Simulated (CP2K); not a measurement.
The system is SiC (Moissanite).

```
Si C
1.0
     3.07600    0.00000    0.00000
    -1.53800    2.66389    0.00000
     0.00000    0.00000    5.04800
Si C
2 2
Direct
  0.66667 0.33333 0.50000
  0.33333 0.66667 0.00000
  0.66667 0.33333 0.88500
  0.33333 0.66667 0.38500
```

Base run:

* Program: CP2K 2026.2
* Functional: revPBE
* Potentials or basis: POTENTIAL_UZH Si GTH-PBE-q4, C GTH-PBE-q4; TZVP-MOLOPT-PBE-GTH basis
* Density cutoff: 9184 eV
* k mesh: 10 × 10 × 5
* Occupations: fermi-dirac, width 0.05 eV
* Spin: no spin polarisation

Its results: band gap on the k mesh 2.63 eV, indirect (least direct gap 4.22 eV); pressure 3.5 GPa; largest force 0.760 eV/Å.

**Question.** The run is repeated on the same cell with these changes: functional from revPBE to AM05. What comes out?

**Answer.** Band gap on the k mesh 2.40 eV, indirect (least direct gap 4.04 eV); pressure 2.3 GPa; largest force 0.770 eV/Å.

AM05 binds more tightly than revPBE, so the same cell stands under less pressure.

Caveats: the potentials were made for another functional, which shifts forces and pressure; an odd mesh through Γ misses points on the zone boundary, where band edges often lie; the basis of atomic orbitals isn't converged, which shifts pressures, moduli and gaps.
